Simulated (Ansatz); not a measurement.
## BaTiO3: relaxation of cell and atoms with BLYP

BaTiO3:

```
CELL_PARAMETERS angstrom
3.99980 0.00000 0.00000
0.00000 3.99980 0.00000
0.00000 0.00000 4.01800
ATOMIC_POSITIONS crystal
Ba 0.00000 0.00000 0.00000
Ti 0.50000 0.50000 0.49000
O 0.00000 0.50000 0.51700
O 0.50000 0.00000 0.51700
O 0.50000 0.50000 0.01900
```

```json
{"Program": "Ansatz 0.2.0", "Task": "relaxation of cell and atoms", "Functional": "BLYP", "Potentials or basis": "Ansatz PAW", "Cutoff": "420 eV (not typed: the program's choice for these potentials)", "k mesh": "7 × 7 × 7", "Occupations": "fermi-dirac, width 0.05 eV", "Spin": "no spin polarisation"}
```

| Quantity | Value |
| --- | --- |
| Relaxed volume | 14.33 Å³/atom |
| Relaxed cell | a = 3.975 Å, b = 3.975 Å, c = 4.535 Å, α = 90.00°, β = 90.00°, γ = 90.00° |
| Space group after relaxing (to 0.05 Å) | P4mm (No. 99) |
| Energy gained by relaxing | 32.8 meV/atom |
| Ionic steps | 25 |
| Pressure after relaxing | 0.0 GPa |
| Largest force after relaxing | 0.008 eV/Å |
| Band gap on the k mesh | 1.93 eV, indirect (least direct gap 2.53 eV) |

Forces in eV/Å, atoms in the order of the input:
```
Ba   0.000  0.000 -0.008
Ti   0.000  0.000  0.007
O    0.000  0.000  0.004
O    0.000  0.000  0.004
O    0.000  0.000 -0.006
```

Step by step:
| step | energy change (eV) | largest force (eV/Å) | volume (Å³) |
| --- | --- | --- | --- |
| 1 | 0.0000 | 0.2694 | 64.28 |
| 2 | -0.0646 | 0.5414 | 67.80 |
| 3 | -0.0684 | 0.4304 | 67.56 |
| 4 | -0.0751 | 0.3826 | 67.46 |
| 5 | -0.0923 | 0.4570 | 67.41 |
| 6 | -0.1145 | 0.1102 | 68.77 |
| 7 | -0.1154 | 0.0734 | 69.05 |
| 8 | -0.1155 | 0.0405 | 69.15 |
| 9 | -0.1158 | 0.0181 | 69.08 |
| 10 | -0.1157 | 0.0008 | 69.12 |
| 11 | -0.1511 | 0.0076 | 69.12 |
| 12 | -0.1547 | 0.0042 | 69.93 |
| 13 | -0.1543 | 0.0357 | 70.48 |
| 14 | -0.1539 | 0.0158 | 70.59 |
| 15 | -0.1538 | 0.0009 | 70.62 |
| 16 | -0.1621 | 0.0021 | 70.62 |
| 17 | -0.1617 | 0.0029 | 70.99 |
| 18 | -0.1614 | 0.0205 | 71.10 |
| 19 | -0.1611 | 0.0017 | 71.18 |
| 20 | -0.1637 | 0.0015 | 71.18 |
| 21 | -0.1629 | 0.0060 | 71.47 |
| 22 | -0.1640 | 0.0061 | 71.47 |
| 23 | -0.1636 | 0.0177 | 71.58 |
| 24 | -0.1634 | 0.0076 | 71.65 |
| 25 | -0.1641 | 0.0077 | 71.65 |

Final structure:
```yaml
crystal:
  lattice:
    - [3.97501, 0.00000, 0.00000]
    - [0.00000, 3.97501, 0.00000]
    - [0.00000, 0.00000, 4.53459]
  atoms:
    - { symbol: Ba, position: [0.00000, 0.00000, 0.96350] }
    - { symbol: Ti, position: [0.50000, 0.50000, 0.45845] }
    - { symbol: O, position: [0.00000, 0.50000, 0.52842] }
    - { symbol: O, position: [0.50000, 0.00000, 0.52842] }
    - { symbol: O, position: [0.50000, 0.50000, 0.06421] }
```

Levels at points of the mesh, in eV from the valence-band top:
```csv
k point,band 16,band 17,band 18,band 19,band 20,band 21,band 22,band 23,band 24,band 25
"(0.00, 0.00, 0.00)",-2.10,-1.57,-1.50,-0.61,-0.61,1.93,2.98,2.98,3.97,4.29
```

It took 110 s on 2 threads of Arm Neoverse V2 (shared host), peak memory 0.41 GiB.

Caveat: odd divisions of the mesh miss points on the zone boundary, where band edges often lie, so the gap on the mesh can be too wide; the plane-wave basis is chosen anew once the cell has moved, so the energies of steps on either side of that aren't comparable; the pressure holds a Pulay correction of +0.6 GPa for the finite cutoff; spin-orbit coupling is left out, which moves the levels of the heavy elements; the PAW data sets come from PBE, with cores solved anew for the run's functional, which leaves a small shift of forces and pressure. A k mesh can miss the band edges.
